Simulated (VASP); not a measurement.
# Sr in VASP: convergence with k mesh

The system is Sr.

```
Sr
1.0
    -2.43500    2.43500    2.43500
     2.43500   -2.43500    2.43500
     2.43500    2.43500   -2.43500
Sr
1
Direct
  0.00000 0.00000 0.00000
```

This isn't the form of Sr at room conditions, which is fcc.

- Program: VASP 6.6.1
- Task: single point
- Functional: r2SCAN
- Potentials or basis: VASP PAW PBE potentials, release 64 (Sr_sv)
- Cutoff: 520 eV
- k mesh: 2 × 2 × 2
- Occupations: methfessel-paxton, width 0.1 eV
- Spin: no spin polarisation

These are the settings of the first run; the series varies k mesh, with any setting tied to it.

Hardware: 1 thread of AMD EPYC 9R45 (Zen 5) (shared host).

Q: The values tried are 2 × 2 × 2, 3 × 3 × 3, 4 × 4 × 4, 5 × 5 × 5, 6 × 6 × 6, 7 × 7 × 7, 9 × 9 × 9, 11 × 11 × 11, 13 × 13 × 13, loosest first. From which on does the pressure stay within 0.1 GPa of the tightest run that finished?

A: From 6 × 6 × 6 on.

```
      k mesh  energy less the tightest run, at zero smearing (meV/atom)  pressure (GPa)  SCF cycles  CPU time (s)  peak memory (GiB)
   2 × 2 × 2                                                     207.37           -4.18          30            19               0.15
   3 × 3 × 3                                                     184.01            0.11          23            17               0.15
   4 × 4 × 4                                                      17.37           -0.69          28            29               0.16
   5 × 5 × 5                                                       8.59           -0.19          30            31               0.15
   6 × 6 × 6                                                       7.66           -0.43          27            41               0.15
   7 × 7 × 7                                                       1.06           -0.37          23            42               0.15
   9 × 9 × 9                                                       5.49           -0.31          28            80               0.16
11 × 11 × 11                                                       0.24           -0.35          31           120               0.17
13 × 13 × 13                                                       0.00           -0.41          30           200               0.18
```

Against the tightest run, the energy stays within 1 meV/atom from 11 × 11 × 11 on. Meshes of other sizes hit other points, so gaps and Fermi surfaces needn't settle smoothly. The tightest run that finished is the yardstick and may itself not be fully converged.

Caveat, for the tightest run too: the PAW data sets were made with another functional, which shifts forces and pressure a little.
